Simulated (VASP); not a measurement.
A run of VASP 6.6.1:

Contents of INCAR:

```
SYSTEM = Hf
ALGO = Normal ; EDIFF = 1E-7
EDIFFG = -0.002 ; ENCUT = 520
GGA = PS ; IBRION = 2
ISIF = 3 ; ISMEAR = 0
KPAR = 4 ; LASPH = .TRUE.
LCHARG = .FALSE. ; LREAL = .FALSE.
LWAVE = .FALSE. ; NELM = 100
NSW = 80 ; PREC = Accurate
PSTRESS = 0.001 ; SIGMA = 0.1
```

The input KPOINTS:

```
k-points
0
G
  3 3 4
  0 0 0
```

File POSCAR:

```
Hf                                      
1.0
    4.8890944454      0.0000000000      0.0000000000
   -2.4445472227      4.2340800106     -0.0000000000
    0.0000000000     -0.0000000000      3.0706359835
  Hf            
     3
Direct
     0.6666666699999979    0.3333333300000021    0.5000000000000000
     0.3333333300000021    0.6666666699999979    0.5000000000000000
     0.0000000000000000    0.0000000000000000    0.0000000000000000
```

Potentials or basis: VASP PAW PBE potentials, release 64 (Hf_pv).

Launch:

```bash
$ cat potpaw_PBE.64/Hf_pv/POTCAR > POTCAR
$ mpirun -np 4 vasp_std > vasp.out
```

Hardware: 4 MPI ranks on Intel(R) Xeon(R) Platinum 8259CL CPU @ 2.50GHz (Skylake/Cascade Lake) (shared host).

**Question.** How long does it take, and how much memory?

**Answer.** Run time: 14 s on 4 MPI ranks on Intel(R) Xeon(R) Platinum 8259CL CPU @ 2.50GHz (Skylake/Cascade Lake) (shared host), peak memory 0.17 GiB a rank. Counts: scf iterations 25, k points 9, ion steps 3.
